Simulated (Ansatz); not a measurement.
One input, then a changed one: BeS

First run: DFT, PBE, PAW with Ansatz's default frozen-core files, scalar-relativistic (Ansatz 0.2.0).

Command: `ansatz run input.yaml --threads 1 --pin off --max-ram 2048MiB --backend cpu --events-out ev --progress --plain --runs-dir out` It took 2.3 s on 1 thread of Arm Neoverse V2, on a shared host, peak memory 0.29 GiB.

```yaml
crystal:
  lattice:
    - [0.0, 2.4351516489, 2.4351516489]
    - [2.4351516489, 0.0, 2.4351516489]
    - [2.4351516489, 2.4351516489, 0.0]
  atoms:
    - { symbol: Be, position: [0.0, 0.0, 0.0] }
    - { symbol: S, position: [0.25, 0.25, 0.25] }
kpoints:
  mp_grid: { grid: [10, 10, 10] }
  band_path:
    path:
      - [0.0, 0.0, 0.0]
      - [-0.5, -0.5, 0.0]
      - [-0.375, -0.375, 0.25]
      - [-0.375, 0.0, 0.375]
      - [0.0, 0.0, 0.0]
      - [0.0, 0.0, 0.5]
      - [-0.5, -0.25, 0.25]
      - [-0.5, -0.5, 0.0]
    npoints: 6
scf:
  occupations: { method: fermi_dirac, width: 0.03 }
hamiltonian:
  xc: pbe
  pseudopotentials: { kind: paw }
output:
  forces: true
  stress: true
  eigenvalues: true
  efg: { contact_densities: true }
  populations: true
  write_density: true
  write_potential: true
  elf: true
  volumetric_format: npy
```

The base volume is that of a database entry, with shape and atoms relaxed on PAW files at held volume, so it needn't be at zero pressure; the structure needn't be the stable phase, at rest or compressed.

This run: the series' base cell.

It converges in 6 SCF iterations at a pressure of 0.33 GPa, cutoff 420 eV.

The input is then changed:

```diff
 kpoints:
-  mp_grid: { grid: [10, 10, 10] }
+  mp_grid: { grid: [10, 9, 11] }
   band_path:
   occupations: { method: fermi_dirac, width: 0.03 }
+  max_iter: 75
 hamiltonian:
   populations: true
-  write_density: true
-  write_potential: true
-  elf: true
-  volumetric_format: npy
```

Task: Does this change harm the result?

Result: Not here: the run converges in 6 SCF iterations at a pressure of 0.33 GPa, cutoff 420 eV, free energy 0.0 meV/atom against the first run's, and its energy lies within 1 meV/atom of the first run's.
